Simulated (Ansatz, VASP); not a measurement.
## Two plane-wave programs on Al2Ru

```
Ru Al
1.0
    -1.57076    1.57076    4.24977
     1.57076   -1.57076    4.24977
     1.57076    1.57076   -4.24977
Ru Al
1 2
Direct
  0.00000 0.00000 0.00000
  0.34080 0.34080 0.00000
  0.65920 0.65920 0.00000
```

Change from the starting cell: volume scaled by 1.02.

Alike in both runs: task single point; functional PBEsol; k mesh 12 × 12 × 12; occupations fermi-dirac, width 0.05 eV; no spin polarisation.

|  | VASP | Ansatz |
| --- | --- | --- |
| version | VASP 6.6.1 | Ansatz 0.2.0 |
| potentials or method | VASP PAW PBE potentials, release 64 (Ru_pv, Al) | Ansatz PAW |
| plane-wave cutoff (eV) | 520 | 420 |
| valence electrons in the cell | 20 | 22 |

|  | VASP | Ansatz | Ansatz less VASP |
| --- | --- | --- | --- |
| gap on the k mesh at the Fermi level (eV) | none | none | - |
| pressure (GPa) | -3.8 | -3.9 | -0.06 |
| largest component of the traceless stress (GPa) | 0.53 | 0.54 | +0.014 |
| rms of the force components (eV/Å) | 0.051 | 0.052 | +0.0003 |

Atom by atom the forces differ by 0.000 eV/Å (rms over components). A gap of «none» marks a metal or a gap that the smearing closes. The functional is the same, so the differences come from potentials, cutoffs and numerics. The two sets of potentials don't hold the same shells in valence.

Caveats: the PAW data sets were made with another functional, which shifts forces and pressure a little (VASP); the PAW data sets come from PBE, with cores solved anew for the run's functional, which leaves a small shift of forces and pressure (Ansatz).
